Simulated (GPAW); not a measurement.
# Pd (Fm-3m) in GPAW: notebook

One crystal, Pd, is run at these levels: PBE; tasks: single point.

All numbers are computed with GPAW 26.7.0; they aren't measurements. Logs are shortened: lines on timing, memory, paths and dates and some standing lists are left out, and cuts for length are marked. The log counts tension as positive stress, the text compression.

### 1 The structure

It takes space group Fm-3m (No. 225, cubic). Conventional cell: a = 3.893 Å, b = 3.893 Å, c = 3.893 Å, α = 90.00°, β = 90.00°, γ = 90.00°. Pd (site symmetry m-3m) is surrounded by 12 Pd at 2.75 Å.

### 2 Single point, PBE

File run.py:

```python
from ase.dft.bandgap import bandgap
from ase.io import read, write
from ase.units import GPa
from gpaw import GPAW, PW

atoms = read('Pd.xyz')

calc = GPAW(mode=PW(600),
            xc='PBE',
            kpts={'size': (12, 12, 12), 'gamma': True},
            occupations={'name': 'methfessel-paxton', 'order': 0, 'width': 0.019000000000000003},
            nbands=17,
            convergence={'density': 1e-05, 'energy': 1e-05},
            maxiter=150,
            txt='gpaw.txt')
atoms.calc = calc
energy = atoms.get_potential_energy()
forces = atoms.get_forces()
stress = atoms.get_stress()
calc.write('gs.gpw')
write('result.traj', atoms)
print(f'Energy: {energy:.6f} eV')
print('Forces (eV/A):')
print(forces.round(4))
print('Stress (GPa):', (stress / GPa).round(3))
print('Fermi level:', round(calc.get_fermi_level(), 4), 'eV')
print(f'Gap: {bandgap(calc)[0]:.4f} eV, direct: {bandgap(calc, direct=True)[0]:.4f} eV')
```

File Pd.xyz:

```xyz
1
Lattice="0.0000000000 1.9465000000 1.9465000000 1.9465000000 0.0000000000 1.9465000000 1.9465000000 1.9465000000 0.0000000000" Properties=species:S:1:pos:R:3 pbc="T T T"
Pd     0.0000000000      0.0000000000      0.0000000000
```

Potentials or basis: GPAW PAW data sets (gpaw-data 1.2.1), pw.

The run is started by

```bash
$ OMP_NUM_THREADS=1 python run.py
```

gpaw.txt:

```text
__  _  _
 | _ |_)|_||  |
 |__||  | ||/\| - 26.7.0

Input parameters:
  mode=PW(ecut=600.0),
  convergence={'density': 1e-05, 'energy': 1e-05},
  kpts=MonkhorstPack(size=(12, 12, 12), gamma=True),
  maxiter=150,
  nbands=17,
  occupations=Occupations(name='methfessel-paxton', order=0, width=0.019000000000000003),
  xc=XC(name='PBE')

Diagonalizing LCAO Hamiltonian
Converting LCAO to pw mode

       Pd

Atoms  # Å, Bohr magnetons
|   | symbol |        x |        y |        z |    initial magnetic moments |
|---|--------|----------|----------|----------|-----------------------------|
| 0 |     Pd | 0.000000 | 0.000000 | 0.000000 | ( 0.0000,  0.0000,  0.0000) |

Unit cell  # Å
| periodic |        x |        y |        z |  lengths |    angles |
|----------|----------|----------|----------|----------|-----------|
|      yes | 0.000000 | 1.946500 | 1.946500 | 2.752767 | 60.000000 |
|      yes | 1.946500 | 0.000000 | 1.946500 | 2.752767 | 60.000000 |
|      yes | 1.946500 | 1.946500 | 0.000000 | 2.752767 | 60.000000 |

Number of symmetries: 48
Symmetry operations  # r_c * U_cc + t_c -> r_c
|    | kind |            matrix            |
|----|------|------------------------------|
|  0 |  σ   |  1, 0, 0,  1, 0,-1,  1,-1, 0 |
|  1 |  C2  |  1, 0, 0,  1,-1, 0,  1, 0,-1 |
|  2 |  E   |  1, 0, 0,  0, 1, 0,  0, 0, 1 |
|  3 |  σ   |  1, 0, 0,  0, 0, 1,  0, 1, 0 |
|  4 |  C4  |  1, 0,-1,  1, 0, 0,  1,-1, 0 |
|  5 |  S6  |  1, 0,-1,  1,-1, 0,  1, 0, 0 |
|  6 |  σ   |  1, 0,-1,  0, 1,-1,  0, 0,-1 |
|  7 |  C3  |  1, 0,-1,  0, 0,-1,  0, 1,-1 |
|  8 |  S6  |  1,-1, 0,  1, 0, 0,  1, 0,-1 |
|  9 |  C4  |  1,-1, 0,  1, 0,-1,  1, 0, 0 |
| 10 |  C3  |  1,-1, 0,  0,-1, 1,  0,-1, 0 |
| 11 |  σ   |  1,-1, 0,  0,-1, 0,  0,-1, 1 |
| 12 |  σ   |  0, 1, 0,  1, 0, 0,  0, 0, 1 |
| 13 |  C4  |  0, 1, 0,  0, 1,-1, -1, 1, 0 |
| 14 |  C3  |  0, 1, 0,  0, 0, 1,  1, 0, 0 |
| 15 |  S6  |  0, 1, 0, -1, 1, 0,  0, 1,-1 |
| 16 |  C2  |  0, 1,-1,  1, 0,-1,  0, 0,-1 |
| 17 |  σ   |  0, 1,-1,  0, 1, 0, -1, 1, 0 |
| 18 |  S4  |  0, 1,-1,  0, 0,-1,  1, 0,-1 |
| 19 |  C4  |  0, 1,-1, -1, 1, 0,  0, 1, 0 |
| 20 |  C3  |  0, 0, 1,  1, 0, 0,  0, 1, 0 |
| 21 |  σ   |  0, 0, 1,  0, 1, 0,  1, 0, 0 |
| 22 |  S6  |  0, 0, 1,  0,-1, 1, -1, 0, 1 |
| 23 |  C4  |  0, 0, 1, -1, 0, 1,  0,-1, 1 |
| 24 |  S4  |  0, 0,-1,  1, 0,-1,  0, 1,-1 |
| 25 |  C3  |  0, 0,-1,  0, 1,-1,  1, 0,-1 |
| 26 |  C2  |  0, 0,-1,  0,-1, 0, -1, 0, 0 |
| 27 |  S6  |  0, 0,-1, -1, 0, 0,  0,-1, 0 |
| 28 |  S4  |  0,-1, 1,  1,-1, 0,  0,-1, 0 |
| 29 |  C4  |  0,-1, 1,  0, 0, 1, -1, 0, 1 |
| 30 |  C2  |  0,-1, 1,  0,-1, 0,  1,-1, 0 |
| 31 |  σ   |  0,-1, 1, -1, 0, 1,  0, 0, 1 |
| 32 |  C3  |  0,-1, 0,  1,-1, 0,  0,-1, 1 |
| 33 |  S6  |  0,-1, 0,  0, 0,-1, -1, 0, 0 |
| 34 |  S4  |  0,-1, 0,  0,-1, 1,  1,-1, 0 |
| 35 |  C2  |  0,-1, 0, -1, 0, 0,  0, 0,-1 |
| 36 |  C2  | -1, 1, 0,  0, 1, 0,  0, 1,-1 |
| 37 |  S6  | -1, 1, 0,  0, 1,-1,  0, 1, 0 |
| 38 |  S4  | -1, 1, 0, -1, 0, 1, -1, 0, 0 |
| 39 |  C3  | -1, 1, 0, -1, 0, 0, -1, 0, 1 |
| 40 |  S6  | -1, 0, 1,  0, 0, 1,  0,-1, 1 |
| 41 |  C2  | -1, 0, 1,  0,-1, 1,  0, 0, 1 |
| 42 |  C3  | -1, 0, 1, -1, 1, 0, -1, 0, 0 |
| 43 |  S4  | -1, 0, 1, -1, 0, 0, -1, 1, 0 |
| 44 |  C2  | -1, 0, 0,  0, 0,-1,  0,-1, 0 |
| 45 |  i   | -1, 0, 0,  0,-1, 0,  0, 0,-1 |
| 46 |  σ   | -1, 0, 0, -1, 1, 0, -1, 0, 1 |
| 47 |  C2  | -1, 0, 0, -1, 0, 1, -1, 1, 0 |

BZ-sampling:
  Number of BZ points: 1728
  Number of IBZ points: 72

  Monkhorst-Pack size: [12, 12, 12]
  Monkhorst-Pack shift: [0.041666666666666664, 0.041666666666666664, 0.041666666666666664]

K-points  # in reciprocal-cell coordinates
|     |                                coordinates |     weight |
|-----|--------------------------------------------|------------|
|   0 | ( -0.00000000,  -0.00000000,  -0.00000000) | 0.00057870 |
|   1 | (  0.08333333,   0.08333333,  -0.00000000) | 0.00347222 |
|   2 | (  0.08333333,   0.08333333,   0.08333333) | 0.00462963 |
|   3 | (  0.16666667,   0.08333333,   0.08333333) | 0.00694444 |
|   4 | (  0.16666667,   0.16666667,  -0.00000000) | 0.00347222 |
|   5 | (  0.16666667,   0.16666667,   0.08333333) | 0.01388889 |
|   6 | (  0.16666667,   0.16666667,   0.16666667) | 0.00462963 |
|   7 | (  0.25000000,   0.16666667,   0.08333333) | 0.01388889 |
|   8 | (  0.25000000,   0.16666667,   0.16666667) | 0.01388889 |
|   9 | (  0.25000000,   0.25000000,  -0.00000000) | 0.00347222 |
| ... |                                            |            |
|  71 | (  0.50000000,   0.50000000,   0.50000000) | 0.00231481 |

Plane wave coefficients: 531
Cutoff: 600.0 eV

Spin-components: 1 (collinear spins)
Bands:           17
Projectors:      6
Spin-degeneracy: 2
Datatype:        complex128

Parallelization:
  kpt:    1
  domain: 1
  band:   1

Density:
  Valence electrons: 16.0
  Components: 1
  Grid points: [16 16 16]
  Charge: 0.0  # |e|

Potential:
  Grid points: [16 16 16]

species:
  Pd:
    name:    Palladium
    Z:       46.0
    valence: 16
    core:    30
    charge:  0.0  # [|e|]
    compensation charges:
      type: gauss
      rc: 0.38  # [Å]
      lmax: 2
    cutoffs:
      filter: 2.38  # [Å]
      core: 2.28  # [Å]
    projectors
    | kind |    occ | energy [eV] | rcut [Å] |
    |------|--------|-------------|----------|
    |   5s |  0.000 |      -3.315 |    1.228 |
    |   4p |  6.000 |     -51.209 |    1.360 |
    |   5p |  0.000 |      -0.314 |    1.360 |
    |   4d | 10.000 |      -4.047 |    1.228 |
    |    s |        |      23.896 |    1.228 |
    |    d |        |      23.165 |    1.228 |

    Using partial waves for Pd as LCAO basis

Reference energy: -137227.490718  # eV

eigensolver:
  PPCG
  Converge bands: occupied
  niter=2

density mixing:
  MSR1-Mixer
  Pratt-step length: 0.05
  Maximum mixing coefficient: 0.75
  Old densities: 10
  SVD Regularization: 0.005
  Good broyden scale: 1.0
  Trust region scale: 1.0
  Backstep threshold: 4.0
  History deletion threshold: 6.0
  Fourier metric: weight=20.0, sigma=0.015

occupation numbers:
  Methfessel-Paxton:
    width: 0.0190  # eV
    order: 0

poisson solver:
  ecut: 4800.0  # eV

xc functional:
  name: PBE with 2 nearest neighbor stencil

convergence criteria:
- Maximum integral of absolute [dens]ity change: 1e-05 electrons / valence electron
- Maximum [total energy] change in last 3 cyles: 1e-05 eV / valence electron
- Maximum integral of absolute [eigenst]ate change: 4e-08 eV^2 / valence electron
maximum number of iterations: 150

SCF iterations
|iter     | |      energy | eigst |  dens |
|---------|-|-------------|-------|-------|
|iter:   1| |   -4.845240 | -0.14 |       |
|iter:   2| |   -4.608791 | -2.59 | -0.98 |
|iter:   3| |   -3.880613 | -1.45 | -1.04 |
|iter:   4| |   -3.872015 | -3.37 | -2.03 |
|iter:   5| |   -3.869171 | -3.35 | -2.14 |
|iter:   6| |   -3.868954 | -5.07 | -2.82 |
|iter:   7| |   -3.868955 | -7.09 | -3.94 |
|iter:   8| |   -3.868955c| -8.13c| -4.46 |
|iter:   9| |   -3.868955c| -9.03c| -5.51c|

Converged in 9 steps
Energy contributions relative to reference atoms: (reference = -137227.490718)

Energy contributions:
  Kinetic:          -1.780243
  Coulomb:          -2.664821
  Zero:             -0.152743
  External:          0.000000
  Xc:                0.729507
  Entropy:          -0.001311
  Spinorbit:         0.000000
  ----------------------------
  Free energy:      -3.869611
  Extrapolated:     -3.868955

dipole moment: (-11.556249, -11.556249, -11.556249)  # |e|*Ang

Fermi level: 9.466
Eigenvalues  # (at kpt = [-0.000, -0.000, -0.000])
| band index |      eig [eV] | occ [0-2] |
|------------|---------------|-----------|
|          0 |       -40.183 |     2.000 |
|          1 |       -40.183 |     2.000 |
|          2 |       -40.183 |     2.000 |
|          3 |         2.360 |     2.000 |
|          4 |         6.652 |     2.000 |
|          5 |         6.652 |     2.000 |
[... 9 lines left out ...]
|         15 |        39.720 |     0.000 |
|         16 |        39.720 |     0.000 |

No gap
No difference between direct/indirect transitions

Forces  # eV/Ang
|       x |       y |        z |
|---------|---------|----------|
| 0.00000 | 0.00000 | -0.00000 |  # Pd   0

Stress tensor  # eV/Ang^3
|         x |         y |         z |
|-----------|-----------|-----------|
| -0.042786 | -0.000000 | -0.000000 |
| -0.000000 | -0.042786 | -0.000000 |
| -0.000000 | -0.000000 | -0.042786 |

# Writing to gs.gpw (mode='')
```

stdout:

```text
Energy: -3.868955 eV
Forces (eV/A):
[[ 0.  0. -0.]]
Stress (GPa): [-6.855 -6.855 -6.855 -0.    -0.    -0.   ]
Fermi level: 9.466 eV
Gap: 0.0000 eV, direct: 0.0000 eV
```

Wall time 11 s (1 thread of Arm Neoverse V1, shared host); peak memory 0.14 GiB.

Results:

```
Free energy            : -3.8696 eV
Pressure               : 6.9 GPa
Band gap on the k mesh : none (metal or under the smearing width)
```

[end of part 1 of 2]
